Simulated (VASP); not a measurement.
# SnSe2: Br into a neighbouring Se vacancy, part 2 of 4

How hard is this move in SnSe2: Br into a neighbouring Se vacancy? Both ends are relaxed first, then a band of images between them. The start is a cell from a database of measured crystal structures.

VASP 6.6.1, plane waves and PAW; the level of theory is named at each step.

So far. Step 2 (Relax the host): An edge changed by 14 % against the database cell. Without a dispersion term, weakly bound directions of a crystal swell by this much or more. Step 3 (Relax the host again, on a new basis): The start already met the threshold, so nothing moved.

### 4. Relax the start

This step: PBE, spin-polarised, with small moments to start from; plane waves and PAW (Sn, Se, Br) (VASP 6.6.1).

System of this step: Sn8Se14Br. The cell holds 23 atoms: 8 Sn, 14 Se and 1 Br. Cell: a = 7.750 Å, b = 7.750 Å, c = 14.008 Å, α = 90.0°, β = 90.0°, γ = 120.0°. It derives from SnSe2. Nearest the centre at fractional (0.333, 0.417, 0.387): Br23 at 1.95 Å, Sn8 at 1.96 Å, Se11 at 3.33 Å, Se13 at 3.33 Å, Sn2 at 3.36 Å, Sn4 at 3.36 Å, Se16 at 3.36 Å, Se15 at 3.99 Å.

A path needs two true minima; the start is relaxed with symmetry off.

INCAR reads:

```
SYSTEM = Sn8Se14Br
PREC = Normal
ENCUT = 280
EDIFF = 1E-05
NELM = 120
ISMEAR = 0
SIGMA = 0.05
LREAL = Auto
ALGO = Fast
GGA = PE
NBANDS = 98
ISPIN = 2
MAGMOM = 0 0 0 0 0 0 0 0.6 0 0 0.6 0 0 0 0 0 0 0 0 0 0 0 0.6
LORBIT = 11
LWAVE = .FALSE.
LCHARG = .FALSE.
NCORE = 3
LASPH = .TRUE.
IBRION = 2
NSW = 60
ISIF = 2
EDIFFG = -0.05
POTIM = 0.4
MAXMIX = 40
ISYM = 0
```

POSCAR reads:

```
Sn8Se14Br
1.0
    7.7503128848      0.0000000000      0.0000000000
   -3.8751564424      6.7119678456      0.0000000000
    0.0000000000      0.0000000000     14.0075321212
Sn Se Br
8 14 1
Direct
    0.0021159033      0.0024482184      0.0004717991
   -0.0020139826      0.0026977360      0.5006373351
   -0.0005198359      0.5017315879      0.0005205377
    0.0008013666      0.5000846912      0.5007805986
    0.4978568344     -0.0004854313     -0.0006883715
    0.5016045282      0.0001183620      0.4995824293
    0.4975990686      0.4992336309      0.0000116254
    0.5012167901      0.5038559893      0.5014374043
    0.3235226720      0.1610378755      0.8862764644
    0.3325621553      0.6673032698      0.8868362976
    0.8371417300      0.1633531204      0.3859868589
    0.8395682965      0.1685936812      0.8874727286
    0.8295514912      0.6617558112      0.3867651113
    0.8317860463      0.6630094618      0.8855504913
    0.1650731922      0.3305182078      0.1133336852
    0.1669660836      0.3334393716      0.6127511105
    0.1695265861      0.8359887899      0.1139321037
    0.1656452612      0.8355134757      0.6127580377
    0.6673385463      0.3301396726      0.1147796747
    0.6647544111      0.3296123713      0.6130258087
    0.6672127051      0.8341461839      0.1120716240
    0.6641064014      0.8339280457      0.6128075688
    0.3350726552      0.6689298465      0.3841718606
```

KPOINTS reads:

```
Automatic mesh
0
Gamma
2 2 1
0 0 0
```

The projector-augmented-wave data sets are Sn, Se and Br (PBE family, release 64).

Run with:

```bash
$ mpirun -np 3 vasp_std
```

The program printed:

```text
[banner, memory and clock lines left out]
running    3 mpi-ranks, on    1 nodes
 distrk:  each k-point on    3 cores,    1 groups
 distr:  one band on    3 cores,    1 groups

 POSCAR found type information on POSCAR SnSeBr
 POSCAR found :  3 types and      23 ions
 LDA part: xc-table for (Slater+PW92), standard interpolation
 POSCAR, INCAR and KPOINTS ok, starting setup
 FFT: planning ... GRIDC
 FFT: planning ... GRID_SOFT
 FFT: planning ... GRID
 WAVECAR not read
 entering main loop
       N       E                     dE             d eps       ncg     rms          rms(c)
DAV:   1     0.479626421464E+03    0.47963E+03   -0.31731E+04  1568   0.617E+02
DAV:   2    -0.413897674703E+02   -0.52102E+03   -0.49828E+03  1984   0.147E+02
DAV:   3    -0.893974747156E+02   -0.48008E+02   -0.47146E+02  1952   0.468E+01
DAV:   4    -0.902766593830E+02   -0.87918E+00   -0.87354E+00  2000   0.707E+00
DAV:   5    -0.902909664818E+02   -0.14307E-01   -0.14263E-01  1960   0.861E-01    0.138E+01
RMM:   6    -0.881462335399E+02    0.21447E+01   -0.25140E+00  1568   0.271E+00    0.869E+00
RMM:   7    -0.878835579528E+02    0.26268E+00   -0.13939E+00  1568   0.219E+00    0.310E+00
RMM:   8    -0.878980252094E+02   -0.14467E-01   -0.21414E-01  1568   0.105E+00    0.893E-01
RMM:   9    -0.878999052595E+02   -0.18801E-02   -0.36003E-02  1568   0.437E-01    0.421E-01
RMM:  10    -0.879021529155E+02   -0.22477E-02   -0.69825E-03  1569   0.199E-01    0.251E-01
RMM:  11    -0.879045397495E+02   -0.23868E-02   -0.31932E-03  1568   0.126E-01    0.132E-01
RMM:  12    -0.879055984760E+02   -0.10587E-02   -0.12038E-03  1568   0.766E-02    0.725E-02
RMM:  13    -0.879058277572E+02   -0.22928E-03   -0.29324E-04  1573   0.352E-02    0.454E-02
RMM:  14    -0.879059672226E+02   -0.13947E-03   -0.23300E-04  1564   0.301E-02    0.175E-02
RMM:  15    -0.879059752741E+02   -0.80515E-05   -0.42776E-05  1284   0.128E-02
   1 F= -.87905975E+02 E0= -.87901896E+02  d E =-.879060E+02  mag=     0.0086
 curvature:   0.00 expect dE= 0.000E+00 dE for cont linesearch  0.000E+00
 trial: gam= 0.00000 g(F)=  0.329E+00 g(S)=  0.000E+00 ort = 0.000E+00 (trialstep = 0.100E+01)
 search vector abs. value=  0.329E+00
 bond charge predicted
       N       E                     dE             d eps       ncg     rms          rms(c)
DAV:   1    -0.881298799567E+02   -0.22391E+00   -0.60815E+00  1734   0.478E+00    0.149E+00
RMM:   2    -0.881495146891E+02   -0.19635E-01   -0.43396E-01  1568   0.133E+00    0.628E-01
RMM:   3    -0.881535154184E+02   -0.40007E-02   -0.49234E-02  1569   0.536E-01    0.369E-01
RMM:   4    -0.881526893993E+02    0.82602E-03   -0.11350E-02  1570   0.249E-01    0.159E-01
RMM:   5    -0.881529990806E+02   -0.30968E-03   -0.27101E-03  1572   0.125E-01    0.750E-02
RMM:   6    -0.881530188180E+02   -0.19737E-04   -0.52438E-04  1575   0.580E-02    0.368E-02
RMM:   7    -0.881530408436E+02   -0.22026E-04   -0.16757E-04  1505   0.321E-02    0.172E-02
RMM:   8    -0.881530411582E+02   -0.31463E-06   -0.73113E-05  1356   0.202E-02
   2 F= -.88153041E+02 E0= -.88148878E+02  d E =-.247066E+00  mag=    -0.0011
[... from here on, the cycles between the ionic steps are left out ...]
   3 F= -.88244509E+02 E0= -.88241973E+02  d E =-.338533E+00  mag=     0.0008
   4 F= -.88362279E+02 E0= -.88361965E+02  d E =-.117770E+00  mag=     0.0010
   5 F= -.88447151E+02 E0= -.88447133E+02  d E =-.202643E+00  mag=    -0.0004
   6 F= -.88450902E+02 E0= -.88450885E+02  d E =-.206393E+00  mag=     0.0002
   7 F= -.88481092E+02 E0= -.88481084E+02  d E =-.301905E-01  mag=    -0.0004
   8 F= -.88489039E+02 E0= -.88489035E+02  d E =-.381378E-01  mag=    -0.0001
   9 F= -.88500093E+02 E0= -.88500090E+02  d E =-.110531E-01  mag=    -0.0002
  10 F= -.88500707E+02 E0= -.88500705E+02  d E =-.116680E-01  mag=     0.0001
  11 F= -.88504159E+02 E0= -.88504157E+02  d E =-.345119E-02  mag=     0.0004
  12 F= -.88504843E+02 E0= -.88504842E+02  d E =-.413552E-02  mag=    -0.0001
  13 F= -.88508028E+02 E0= -.88508027E+02  d E =-.318481E-02  mag=     0.0003
  14 F= -.88510051E+02 E0= -.88510050E+02  d E =-.520782E-02  mag=     0.0005
  15 F= -.88511980E+02 E0= -.88511979E+02  d E =-.713671E-02  mag=     0.0003
  16 F= -.88514711E+02 E0= -.88514711E+02  d E =-.273162E-02  mag=     0.0004
  17 F= -.88517111E+02 E0= -.88517110E+02  d E =-.513092E-02  mag=    -0.0010
  18 F= -.88518699E+02 E0= -.88518699E+02  d E =-.158870E-02  mag=    -0.0000
  19 F= -.88522219E+02 E0= -.88522219E+02  d E =-.510838E-02  mag=    -0.0006
  20 F= -.88523461E+02 E0= -.88523461E+02  d E =-.635054E-02  mag=    -0.0009
  21 F= -.88523839E+02 E0= -.88523839E+02  d E =-.672814E-02  mag=    -0.0004
  22 F= -.88526394E+02 E0= -.88526394E+02  d E =-.255534E-02  mag=    -0.0002
  23 F= -.88528974E+02 E0= -.88528974E+02  d E =-.513560E-02  mag=     0.0010
 curvature:  -1.91 expect dE=-0.279E-02 dE for cont linesearch -0.947E-05
 trial: gam= 0.50991 g(F)=  0.146E-02 g(S)=  0.000E+00 ort = 0.118E-03 (trialstep = 0.162E+01)
 search vector abs. value=  0.231E-02
 bond charge predicted
       N       E                     dE             d eps       ncg     rms          rms(c)
DAV:   1    -0.885299361394E+02   -0.96284E-03   -0.14718E-01  1704   0.802E-01    0.158E-01
RMM:   2    -0.885307307337E+02   -0.79459E-03   -0.88936E-03  1568   0.208E-01    0.201E-01
RMM:   3    -0.885306404296E+02    0.90304E-04   -0.10549E-03  1568   0.888E-02    0.916E-02
RMM:   4    -0.885306278926E+02    0.12537E-04   -0.26977E-04  1564   0.444E-02    0.283E-02
RMM:   5    -0.885306155277E+02    0.12365E-04   -0.11342E-04  1441   0.296E-02    0.135E-02
RMM:   6    -0.885306101785E+02    0.53492E-05   -0.34818E-05  1227   0.161E-02
  24 F= -.88530610E+02 E0= -.88530610E+02  d E =-.163583E-02  mag=     0.0005
 trial-energy change:   -0.001636  1 .order   -0.001589   -0.002463   -0.000716
 step:   2.1683(harm=  2.2855)  dis= 0.00702  next Energy=   -88.530733 (dE=-0.176E-02)
 reached required accuracy - stopping structural energy minimisation
```

Elapsed: 12 min, on 3 MPI ranks of AMD EPYC 7R43, shared host; peak memory 0.55 GiB.

Parts of OUTCAR (step 4):

```text
 Found      4 irreducible k-points:

   k-points           NKPTS =      4   k-points in BZ     NKDIM =      4   number of bands    NBANDS=     98

   dimension x,y,z NGX =    32 NGY =   32 NGZ =   60
   dimension x,y,z NGXF=    64 NGYF=   64 NGZF=  120

   ENCUT  =  280.0 eV  20.58 Ry    4.54 a.u.  10.57 10.57 19.11*2*pi/ulx,y,z

   NELECT =     123.0000    total number of electrons

 E-fermi :   2.1252

 spin component 1
 k-point     1 :       0.0000    0.0000    0.0000
  band No.  band energies     occupation
    ...
     59       1.4364      1.00000
     60       1.4415      1.00000
     61       1.4607      1.00000
     62       1.8080      1.00000
     63       1.9520      1.00000
     64       2.2976      0.00000
     65       2.3764      0.00000
     66       2.3815      0.00000
     67       2.5774      0.00000
     68       3.1969      0.00000
    ...

 k-point     2 :       0.5000    0.0000    0.0000
  band No.  band energies     occupation
    ...
     57       1.0747      1.00000
     58       1.2321      1.00000
     59       1.4425      1.00000
     60       1.4484      1.00000
     61       1.9367      1.00000
     62       2.4042      0.00000
     63       2.6087      0.00000
     64       3.0608      0.00000
     65       3.3249      0.00000
     66       3.3287      0.00000
    ...

 k-point     3 :       0.0000    0.5000    0.0000
  band No.  band energies     occupation
    ...
     57       1.0708      1.00000
     58       1.0763      1.00000
     59       1.4394      1.00000
     60       1.4465      1.00000
     61       1.8120      1.00000
     62       2.3533      0.00000
     63       2.8985      0.00000
     64       3.2142      0.00000
     65       3.3289      0.00000
     66       3.3397      0.00000
    ...

 k-point     4 :       0.5000    0.5000    0.0000
  band No.  band energies     occupation
    ...
     58       1.0776      1.00000
     59       1.4392      1.00000
     60       1.4467      1.00000
     61       1.8283      1.00000
     62       2.3414      0.00000
     63       2.8969      0.00000
     64       3.2130      0.00000
     65       3.3285      0.00000
     66       3.3397      0.00000
     67       3.4306      0.00000
    ...

  Total        6.2178452      4.1428135      0.0006639      1.6718686     -0.0196417     -0.0971198
  in kB       13.6716131      9.1090951      0.0014598      3.6760549     -0.0431876     -0.2135441
  external PRESSURE =       7.5940560 kB  Pullay stress =       0.0000000 kB

  energy-cutoff  :      280.00
  volume of cell :      728.67
      direct lattice vectors                 reciprocal lattice vectors
     7.750312885  0.000000000  0.000000000     0.129027049  0.074493801  0.000000000
    -3.875156442  6.711967846  0.000000000     0.000000000  0.148987603  0.000000000
     0.000000000  0.000000000 14.007532121     0.000000000  0.000000000  0.071390163

 POSITION                                       TOTAL-FORCE (eV/Angst)
 -----------------------------------------------------------------------------------
      7.74870      0.00028     14.00134         0.005229     -0.009201     -0.001995
      3.71764      6.62341      7.03903        -0.018899     -0.022667     -0.005976
      5.80946      3.35180     13.99805         0.002166      0.002792      0.020633
      5.78207      3.34203      6.94445         0.009177      0.008051     -0.013083
     -0.00436      6.70762      0.00157         0.006123      0.016790     -0.001156
      3.89191      0.17956      7.14349        -0.007940     -0.006481      0.005092
      1.93722      3.35588     14.00537        -0.000165     -0.005696      0.001060
      2.10310      3.26378      7.14362         0.001364      0.008946     -0.001750
      1.94168      1.11953     12.41339        -0.015183     -0.004414     -0.007705
     -0.00572      4.46819     12.41376        -0.002488      0.000339     -0.000917
      5.78949      1.19731      5.32992         0.002978     -0.004805     -0.014171
      5.80556      1.11413     12.41319         0.014049      0.011517     -0.002514
      3.92481      4.41910      5.33243         0.000849     -0.003844     -0.014740
      3.87761      4.47652     12.41109        -0.006894     -0.007989      0.003570
     -0.00471      2.23182      1.58288         0.001872      0.013311      0.004341
     -0.09902      2.25287      8.52703        -0.001799     -0.012613      0.007929
     -1.94406      5.58665      1.58438         0.010301      0.007640      0.002721
     -1.97137      5.50691      8.52532        -0.009309     -0.002532      0.007107
      3.87458      2.23924      1.58821        -0.000537     -0.009403     -0.011146
      4.13216      2.38168      8.81264        -0.002211     -0.000127      0.014715
      1.93661      5.59164      1.58888        -0.011353     -0.003842     -0.004427
      1.85010      5.53307      8.61193        -0.016544      0.005400      0.007590
     -0.06721      4.43910      5.24084         0.039214      0.018828      0.004823
 -----------------------------------------------------------------------------------
    total drift:                                0.015032      0.001730      0.032214

  FREE ENERGIE OF THE ION-ELECTRON SYSTEM (eV)
  ---------------------------------------------------
  free  energy   TOTEN  =       -88.5306101785 eV

  energy  without entropy=      -88.5306100817  energy(sigma->0) =      -88.53061013

 total charge
# of ion       s       p       d       tot
------------------------------------------
    1        1.273   1.459   0.296   3.028
    2        1.427   1.336   0.214   2.976
    3        1.267   1.462   0.298   3.028
    4        1.265   1.504   0.347   3.116
    5        1.274   1.456   0.295   3.025
    6        1.485   1.238   0.178   2.901
    7        1.274   1.456   0.295   3.025
    8        1.486   1.236   0.177   2.900
    9        1.480   2.309   0.023   3.811
   10        1.481   2.306   0.023   3.810
   11        1.488   2.272   0.024   3.784
   12        1.481   2.306   0.023   3.810
   13        1.488   2.273   0.024   3.784
   14        1.481   2.306   0.023   3.810
   15        1.481   2.308   0.023   3.811
   16        1.486   2.281   0.025   3.792
   17        1.481   2.308   0.023   3.811
   18        1.486   2.282   0.025   3.792
   19        1.481   2.306   0.023   3.810
   20        1.486   2.285   0.027   3.798
   21        1.480   2.308   0.023   3.811
   22        1.480   2.312   0.027   3.818
   23        1.621   3.194   0.015   4.829
--------------------------------------------------
tot         33.131  46.504   2.446  82.081

 magnetization (x)
# of ion       s       p       d       tot
------------------------------------------
    1       -0.000  -0.000   0.000  -0.000
    2       -0.000   0.000  -0.000  -0.000
    3       -0.000  -0.000   0.000  -0.000
    4       -0.000   0.000  -0.000  -0.000
    5       -0.000  -0.000   0.000  -0.000
    6       -0.000   0.000  -0.000   0.000
    7       -0.000  -0.000   0.000  -0.000
    8       -0.000   0.000  -0.000   0.000
    9       -0.000  -0.000   0.000  -0.000
   10       -0.000  -0.000  -0.000  -0.000
   11       -0.000   0.000   0.000   0.000
   12       -0.000   0.000   0.000   0.000
   13       -0.000   0.000   0.000   0.000
   14        0.000   0.000   0.000   0.000
   15       -0.000  -0.000  -0.000  -0.000
   16       -0.000  -0.000   0.000  -0.000
   17       -0.000  -0.000  -0.000  -0.000
   18       -0.000  -0.000   0.000  -0.000
   19       -0.000   0.000   0.000   0.000
   20       -0.000  -0.000  -0.000  -0.000
   21       -0.000   0.000  -0.000   0.000
   22       -0.000  -0.000   0.000  -0.000
   23       -0.000  -0.000   0.000  -0.000
--------------------------------------------------
tot         -0.000  -0.000  -0.000  -0.000

[... 1 part as in an earlier step ...]

[... 7 further parts left out ...]
```

CONTCAR:

```
Sn8Se14Br
   1.00000000000000
     7.7503128847999996    0.0000000000000000    0.0000000000000000
    -3.8751564423999998    6.7119678456000003    0.0000000000000000
     0.0000000000000000    0.0000000000000000   14.0075321212000006
  Sn              Se              Br
     8    14     1
Direct
     0.9998132080336108    0.0000416002973118    0.9995582523782927
     0.9730796159325557    0.9868060074634951    0.5025178067417952
     0.9992653707834029    0.4993769808661557    0.9993234214525119
     0.9950041987344339    0.4979207659672533    0.4957652150514514
     0.4991141722845089    0.9993524189088278    0.0001117920502811
     0.5155375045227201    0.0267524440163082    0.5099746034542287
     0.4999458794005521    0.4999844926401839    0.9998453108631690
     0.5144879037930156    0.4862630954381190    0.5099840174658951
     0.3339275415848603    0.1667962600336747    0.8861937182256006
     0.3321140046433614    0.6657043463528224    0.8862200964373358
     0.8361935533311724    0.1783847971921634    0.3805040306883943
     0.8320704848565098    0.1659922288306186    0.8861796865160766
     0.8356030256462997    0.6583918402009319    0.3806833611756361
     0.8337897943464888    0.6669461553430286    0.8860298292734247
     0.1656489602320655    0.3325135206485228    0.1130020666997062
     0.1550481639069730    0.3356496853116394    0.6087458770566044
     0.1653342381231841    0.8323417682780250    0.1131093195628190
     0.1558708147765882    0.8204615954904643    0.6086239753891165
     0.6667354673444548    0.3336185966816962    0.1133827942526613
     0.7105810922133476    0.3548402197256967    0.6291359605390614
     0.6664170366948710    0.8330847866019038    0.1134301536111444
     0.6508928334515459    0.8243588900446797    0.6148067890062238
     0.3220140415634837    0.6613714729664782    0.3741447061085698
```

The steps of the relaxation (22 of 24):

```
step  energy less that of the first step (eV)  largest force (eV/Å)
   1                                   0.0000                1.3751
   2                                  -0.2471                0.7538
   3                                  -0.3385                1.2054
   4                                  -0.4563                0.7848
   5                                  -0.5412                0.2831
   6                                  -0.5449                0.2868
   8                                  -0.5831                0.2210
   9                                  -0.5941                0.0935
  10                                  -0.5947                0.0875
  11                                  -0.5982                0.0880
  12                                  -0.5989                0.1032
  13                                  -0.6021                0.0955
  14                                  -0.6041                0.0824
  15                                  -0.6060                0.0848
  16                                  -0.6087                0.0769
  17                                  -0.6111                0.1297
  19                                  -0.6162                0.1056
  20                                  -0.6175                0.1152
  21                                  -0.6179                0.1102
  22                                  -0.6204                0.0858
  23                                  -0.6230                0.0691
  24                                  -0.6246                0.0438
```

The atoms that moved most (Å):

```
atom      dx      dy      dz  length
Se20   0.257   0.169   0.226   0.382
 Sn8   0.171  -0.118   0.120   0.240
 Sn6   0.005   0.179   0.146   0.231
 Sn2  -0.131  -0.107   0.026   0.171
Br23  -0.072  -0.051  -0.140   0.166
Se11  -0.066   0.101  -0.077   0.143
Se18  -0.017  -0.101  -0.058   0.118
Se16  -0.101   0.015  -0.056   0.116
```

The relaxed structure:

```cif
data_structure
_symmetry_space_group_name_H-M 'P 1'
_symmetry_Int_Tables_number 1
_cell_length_a 7.7503
_cell_length_b 7.7503
_cell_length_c 14.0075
_cell_angle_alpha 90.000
_cell_angle_beta 90.000
_cell_angle_gamma 120.000
_cell_volume 728.67
loop_
_atom_site_label
_atom_site_type_symbol
_atom_site_fract_x
_atom_site_fract_y
_atom_site_fract_z
_atom_site_occupancy
Sn1 Sn 0.99981 0.00004 0.99956 1
Sn2 Sn 0.97308 0.98681 0.50252 1
Sn3 Sn 0.99927 0.49938 0.99932 1
Sn4 Sn 0.99500 0.49792 0.49577 1
Sn5 Sn 0.49911 0.99935 0.00011 1
Sn6 Sn 0.51554 0.02675 0.50997 1
Sn7 Sn 0.49995 0.49998 0.99985 1
Sn8 Sn 0.51449 0.48626 0.50998 1
Se9 Se 0.33393 0.16680 0.88619 1
Se10 Se 0.33211 0.66570 0.88622 1
Se11 Se 0.83619 0.17838 0.38050 1
Se12 Se 0.83207 0.16599 0.88618 1
Se13 Se 0.83560 0.65839 0.38068 1
Se14 Se 0.83379 0.66695 0.88603 1
Se15 Se 0.16565 0.33251 0.11300 1
Se16 Se 0.15505 0.33565 0.60875 1
Se17 Se 0.16533 0.83234 0.11311 1
Se18 Se 0.15587 0.82046 0.60862 1
Se19 Se 0.66674 0.33362 0.11338 1
Se20 Se 0.71058 0.35484 0.62914 1
Se21 Se 0.66642 0.83308 0.11343 1
Se22 Se 0.65089 0.82436 0.61481 1
Br23 Br 0.32201 0.66137 0.37414 1
```

Numbers from this step:

```
electronic cycles                                 : 166
electrons                                         : 123
free energy (TOTEN)                               : -88.5306 eV
Fermi energy                                      : 2.125 eV
moment of the cell, from the last line of the log : 0 μB
labelled metallic, from the levels on this mesh   : yes
```

The spin moment in the PAW sphere vanishes on all atoms.

The run ended after 24 ionic steps, 0.625 eV below its first step, once the forces on the free atoms met EDIFFG = -0.05.

(Part 2 of 4 ends here.)

[Lines on the potential files, build, host, timing and source positions are cut from VASP's logs without a mark.]

[Logs are printed without paths, hosts, clocks, repeated set-up lines and the standing remarks that a program may print on its own settings, such as how far it seeks lower states.]

[Hosts, paths, dates, database ids (printed as entryN), source tags and the programs' standing remarks are cut or masked in the printed files.]

[Runs that stopped without an error message from VASP are left out.]
